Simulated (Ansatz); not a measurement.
The cell is COD entry 1539074, as deposited and not checked against the literature; nothing was relaxed.

MoP: DFT, PBE, all-electron LAPW, scalar-relativistic (Ansatz 0.2.0).

```yaml
crystal:
  lattice:
    - [3.2230000535, 0.0, 0.0]
    - [-1.6115000268, 2.7911999227, 0.0]
    - [0.0, 0.0, 3.191]
  atoms:
    - { symbol: Mo, position: [0.0, 0.0, 0.0] }
    - { symbol: P, position: [0.3333333333, 0.6666666667, 0.5] }
kpoints:
  mp_grid: { grid: [12, 12, 10] }
  band_path:
    path:
      - [0.0, 0.0, 0.0]
      - [0.5, 0.0, 0.0]
      - [0.3333333333, 0.3333333333, 0.0]
      - [0.0, 0.0, 0.0]
      - [0.0, 0.0, 0.5]
      - [0.5, 0.0, 0.5]
      - [0.3333333333, 0.3333333333, 0.5]
      - [0.0, 0.0, 0.5]
      - [0.5, 0.0, 0.5]
    npoints: 8
scf:
  occupations: { method: fermi_dirac, width: 0.03 }
hamiltonian:
  xc: pbe
  pseudopotentials: { kind: all_electron, lapw: { basis_error: 0.00025 } }
output:
  forces: true
  stress: true
  eigenvalues: true
  populations: true
  dos: { projected: true, de: 0.2, e_range: [-14, 8] }
```

Output:

```
Mo: projections on atomic orbitals take those of the free atom 1s2 2s2 2p6 3s2 3p6 3d10 4s2 4p6 4d5 5s1, of charge +0.00 (hamiltonian.pseudopotentials.projection_atoms)
P: projections on atomic orbitals take those of the free atom 1s2 2s2 2p6 3s2 3p3, of charge +0.00 (hamiltonian.pseudopotentials.projection_atoms)
LAPW: plane waves up to 8.839 Å⁻¹, error target 2.5e-4 eV per atom; small_component_spin mean_spin; P in spheres of 1.106 Å, 13 of its electrons in bands, Dirac shells []; Mo in spheres of 1.345 Å, 30 of its electrons in bands, Dirac shells []
Engine: ansatz 0.2.0
Pseudopotentials: kind: all_electron
Pseudopotential: Mo, LAPW, valence charge 30, Koelling and Harmon's equation, gaussian nucleus
Pseudopotential: P, LAPW, valence charge 13, Koelling and Harmon's equation, gaussian nucleus
Functional definition: PBE
  parameter kappa = 0.804
  parameter beta = 0.06672455060314922
  exchange = pbe_x(kappa = kappa, mu = beta*pi^2/3)
  correlation = pbe_c(beta = beta)
Crystal: 2 atoms, lattice volume = 28.706 Å³
Basis set: ecut = 297.68105448629103 eV, 339 PW (Γ), exchange–correlation at level 2
Bands: 26, of which v1, the nominal top of the filled ones, is band 22 counted from 1 (21 counted from 0)
Symmetry: 12 space group operations
Space group: P-6m2 (ITA 187), of the structure as read, at distance tolerance 3.1e-5 Å
k-points: 114 of 1440 (time reversal used)
Non-local potential: Mo, projectors of the file, none
Non-local potential: P, projectors of the file, none
Initial density: superposition of atomic densities (chi_scale 0.1, normalization cell, long waves kept (reshape's long-wave potential 0.00 eV rms))
Initial wavefunctions: plane waves of lowest kinetic energy (no species holds an atomic orbital)
Functional: x = pbe(κ = 0.804, μ = 0.2195149727645171), c = pbe(β = 0.06672455060314922)
iter 1 solved again at ethr=3.92e-3 eV; its pass at ethr=1.00e-1 eV (dr2=1.68e0 eV) is discarded
SCF iter   1: F=—  HF=-119489.135765 eV  |F-HF|=—  |Δ(HF+E_count)|=         —  Δρ=6.70e-2  dr2=1.69e0  ethr=3.92e-3  ⟨swp⟩=2.0  Hψ=18890  notcnv=0
preconditioner: auto → none  [metal: Δε(μ)=0.055 eV  Ē_g=9.257 eV  σ=0.030 eV  W_gap=0.43  n_scr=8 (ndim 8)  ℏωp=23.0 eV  f_vac=0.000  D(μ)=0.59/eV (n_scr^D=0)  sad-step TF]
iter 2 solved again at ethr=1.53e-4 eV; its pass at ethr=3.92e-3 eV (dr2=6.57e-2 eV) is discarded
SCF iter   2: F=—  HF=-119488.237331 eV  |F-HF|=—  |Δ(HF+E_count)|=   8.98e-1  Δρ=1.80e-2  dr2=6.59e-2  ethr=1.53e-4  ⟨swp⟩=2.1  Hψ=15406  notcnv=0
SCF iter   3: F=—  HF=-119488.184597 eV  |F-HF|=—  |Δ(HF+E_count)|=   5.27e-2  Δρ=1.10e-2  dr2=2.22e-2  ethr=1.53e-4  ⟨swp⟩=2.0  Hψ=9121  notcnv=0
SCF iter   4: F=—  HF=-119488.184519 eV  |F-HF|=—  |Δ(HF+E_count)|=         —  Δρ=9.35e-4  dr2=2.74e-4  ethr=5.16e-5  ⟨swp⟩=2.1  Hψ=8839  notcnv=0
the basis was enlarged: its passes take 1.3 MiB over the memory plan, 1 of 1 planned eigensolver slots
SCF iter   5: F=—  HF=-119488.184206 eV  |F-HF|=—  |Δ(HF+E_count)|=   3.12e-4  Δρ=2.11e-4  dr2=9.98e-6  ethr=6.37e-7  ⟨swp⟩=2.2  Hψ=8654  notcnv=0
SCF iter   6: F=—  HF=-119488.184205 eV  |F-HF|=—  |Δ(HF+E_count)|=   1.57e-6  Δρ=4.88e-5  dr2=8.09e-7  ethr=2.32e-8  ⟨swp⟩=2.0  Hψ=8628  notcnv=0
SCF iter   7: F=-119488.184205 eV  HF=-119488.184205 eV  |F-HF|=4.02e-8  |Δ(HF+E_count)|=   2.40e-7  Δρ=6.47e-6  dr2=1.86e-8  ethr=1.88e-9  ⟨swp⟩=2.0  Hψ=8628  notcnv=0
SCF 1 converged in 7 iterations: F = -119488.184205 eV  dr2 = 1.86e-8
NSCF: frozen V_eff on 65 k-points
SCF converged after 7 iterations
Free energy (F): -119488.184205 eV
Harris-Foulkes:  -119488.184205 eV  (|F-HF|=4.02e-8)
Internal energy: -119488.181636 eV  (E = F + TS)
E sigma→0 (E₀):  -119488.182920 eV
Entropy (-TS):   -0.002569 eV (-1.284 meV/atom)
Fermi energy:    19.232479 eV
--- Per-component energies (eV) ---
  E_band       = -5052.392376
  E_kinetic    = 123521.923184
  E_xc         = -4005.582326
  E_electrostatic = -239004.522494  (all electrons and nuclei)
  E_smearing   = -0.002569  (= −TS)
  E_closure    = 0.000000  (closes the sum)
  E_atoms      = -119470.547489  (free atoms, spherical and without spin; not in F)
  Σ components = -119488.184205   (vs F -119488.184205, Δ=0.00e0)
  Basis errors (estimates in eV, not in F): energy 9.1e-5 per atom: plane waves 8.0e-5 (4.4e-5 summed), levels above the bands 2.6e-82, relativity 1.1e-8, radial functions 1.1e-5, core shells 2.5e-7; eigenvalues (radial functions only) 4.3e-7; not estimated: angular momenta, meshes, grids; target (lapw.basis_error) 2.5e-4; muffin-tin radii P 1.106 Å, Mo 1.345 Å
--- Forces (eV/Å), atoms counted from 1 ---
  atom   1  Mo    -0.00000000    -0.00000000     0.00000000
  atom   2  P      0.00000000     0.00000000     0.00000000
  max |Σ_I F_I| component: 4.28e-17 eV/Å
--- Stress (GPa, compression-positive) ---
        2.847465      -0.000000       0.000000
       -0.000000       2.847465       0.000000
        0.000000       0.000000       2.295648
  P = ⅓ Tr σ = 2.6635 GPa (26.635 kbar)
--- Band table (eV; the first three rows and the last of 114) ---
  k-point 0: bands = ["-356.7505", "-356.7115", "-356.7115", "-198.6348", "-198.6013", "-198.6013", "-198.5856", "-198.5856", "-149.7222", "-100.2076", "-100.2076", "-100.1968", "-41.9735", "-16.1201", "-15.9149", "-15.9149", "5.2916", "15.0453", "15.9192", "15.9192", "18.5075", "19.4957", "19.4957", "23.3480", "23.3480", "24.7676"]
  k-point 1: bands = ["-356.7505", "-356.7115", "-356.7115", "-198.6348", "-198.6013", "-198.6013", "-198.5856", "-198.5856", "-149.7222", "-100.2076", "-100.2076", "-100.1968", "-41.9716", "-16.1489", "-15.9124", "-15.9124", "5.4537", "14.8395", "15.9948", "15.9948", "18.4461", "19.1004", "19.1004", "23.6416", "23.6416", "24.9041"]
  k-point 2: bands = ["-356.7505", "-356.7115", "-356.7115", "-198.6348", "-198.6013", "-198.6013", "-198.5856", "-198.5856", "-149.7222", "-100.2076", "-100.2076", "-100.1968", "-41.9665", "-16.2236", "-15.9060", "-15.9060", "5.9169", "14.1168", "16.1989", "16.1989", "18.3516", "18.3516", "18.6272", "23.7290", "23.7290", "25.2694"]
  k-point 113: bands = ["-356.7505", "-356.7115", "-356.7115", "-198.6348", "-198.6013", "-198.6013", "-198.5856", "-198.5856", "-149.7221", "-100.2077", "-100.2077", "-100.1968", "-41.9176", "-16.3274", "-16.1273", "-16.0980", "8.3898", "12.3398", "13.5196", "15.9764", "17.9084", "20.7732", "22.5180", "23.4384", "23.4917", "24.1842"]
--- Löwdin populations: 2 sites ---
  site symbol       q [e]
     0     Mo     41.9788
     1      P     14.8747
  spilling = 0.002571 (of n_electrons = 57.000000)
```

populations.tsv:

```
# site	symbol	l	j	q
# orbitals = lowdin
# n_electrons = 57.000000
# spilling = 0.002571
# projection_atom_Mo: 1s2 2s2 2p6 3s2 3p6 3d10 4s2 4p6 4d5 5s1
# projection_atom_P: 1s2 2s2 2p6 3s2 3p3
0	Mo	0_1S	-	1.999997
0	Mo	0_2S	-	1.999841
0	Mo	0_3S	-	1.997226
0	Mo	0_4S	-	1.948132
0	Mo	0_5S	-	0.516020
0	Mo	1_2P	-	6.000000
0	Mo	1_3P	-	5.999919
0	Mo	1_4P	-	5.986326
0	Mo	2_3D	-	9.999968
0	Mo	2_4D	-	5.531372
1	P	0_1S	-	1.999820
1	P	0_2S	-	1.986658
1	P	0_3S	-	1.408367
1	P	1_2P	-	5.997816
1	P	1_3P	-	3.482002
```

Spin polarisation is left out, and whether a magnetic state lies lower isn't shown here.
